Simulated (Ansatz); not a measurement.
# ZnS, explained

**The experiment.** The Crystallography Open Database holds a cell as deposited of cubic ZnS (space group F-43m), temperature not stated (1961): a = 5.409 Å, 19.79 Å³/atom.

“Electronic, vibrational, and thermodynamic properties of ZnS (zincblende and rocksalt structure)”, 2009, arxiv:0911.5022 quotes, for a bulk crystal of ZnS: band gap 3.85 eV (direct) at 19 K; bulk modulus 76.9 GPa.

Level of theory: DFT, PBE, scalar-relativistic, no spin polarisation; plane waves to 420 eV with PAW datasets (Ansatz 0.2.0), 12×12×12 k-mesh, Gaussian smearing of 0.05 eV; PAW files: Ansatz's generated set soft_2.

The chain of runs began from a cell as deposited in COD, expanded in volume.

The relaxed structure (symmetry read at 0.01 Å). Symmetry: F-43m, No. 216, cubic system. Conventional cell: a = 5.444 Å, b = 5.444 Å, c = 5.444 Å, α = 90.00°, β = 90.00°, γ = 90.00°. Zn (site symmetry -43m) has 4 S at 2.36 Å as nearest neighbours. Around S (site symmetry -43m) lie 4 Zn at 2.36 Å. (Shells end 15 % past the nearest neighbour.)

Results at this level of theory:

* Volume: 20.16 Å³/atom
* Band gap: 2.01 eV
* Smallest direct gap: 2.01 eV
* Bader charges: Zn 0.89; S -0.89 e
* Formation energy from the elements (0 K, uncorrected): -0.82 eV/atom
* Bulk modulus (Birch–Murnaghan): 70 GPa
* Pressure derivative B0′: 4.4

Q: Should it be a metal or an insulator?

A: Formal charges Zn²⁺, S²⁻ balance and leave closed shells on every ion, so a band insulator is expected, and the gap is 2.01 eV.

Q: What kind of gap is it?

A: It is direct, 2.01 eV. Within 0.6 eV of the edges the projected states are 90 % S 3p at the top of the valence band and 59 % Zn 4s at the bottom of the conduction band. Crossing the gap moves an electron from the anion's filled p shell to the metal's empty orbitals, as in polar semiconductors.

Shannon's ionic radii give a check on the bond lengths: Zn²⁺ with 4 neighbours 0.60 Å + S²⁻ 1.84 Å (six-fold value) = 2.44 Å against a computed mean of 2.36 Å. The largest miss is -3 %; bonds shorter than the sum are usual where the bond is partly covalent, as with large, soft anions.

Q: How ionic is it?

A: Bader charges against formal ones: Zn +0.89 (+2), S −0.89 (−2). The cations give up 44 % of the formal charge; Bader charges stay under formal ones because the anions' density reaches into the cations' basins, the more so the higher the formal charge and the softer the anion.

Q: How stiff is it, in energy terms?

A: B0·V0 = 69.5 GPa × 20.16 Å³ = 8.75 eV/atom sets the scale: near the minimum ΔE ≈ ½ B0 V0 x², with x = V/V0 − 1, and a pressure of 0.7 GPa squeezes the volume by about 1 %. At the ends of the curve: x = −4.0 % predicts 7.0 meV/atom and the run gives 7.5; x = +4.0 % predicts 7.0 meV/atom and the run gives 6.5. Compression costs more and expansion less than the parabola says, since the crystal stiffens as it shrinks; B0′ measures that.

**Comparison.** The computed cell (5.444 Å, 20.16 Å³/atom) differs from the database's by +1.9 % in volume, about +0.6 % in length. PBE usually overestimates volumes by a few per cent. The static lattice also lacks zero-point motion and thermal expansion, roughly 0.9 to 2.2 % in volume at 300 K (room temperature assumed) by Grüneisen's rule, γ·3k_BT/(B0·V0) with γ of 1 to 2.5, so its own overestimate is larger than the figure. A measured gap of ZnS is 3.85 eV (direct; 19 K; quoted in “Electronic, vibrational, and thermodynamic properties of ZnS (zincblende and rocksalt structure)”, 2009, arxiv:0911.5022); the calculated 2.01 eV misses it by -1.84 eV. Kohn–Sham gaps of semilocal functionals mostly fall below measured ones. Temperature and excitons aren't in the calculation. Against the measured bulk modulus of ZnS, 76.9 GPa (quoted in “Electronic, vibrational, and thermodynamic properties of ZnS (zincblende and rocksalt structure)”, 2009, arxiv:0911.5022), the calculated 70 GPa is off by -9.6 %. Bulk moduli follow the volume steeply: with B0′ near 4, a cell 1 % too large is about 4 % too soft, and one too small too stiff.

Semilocal functionals underestimate band gaps, commonly by a third or more.
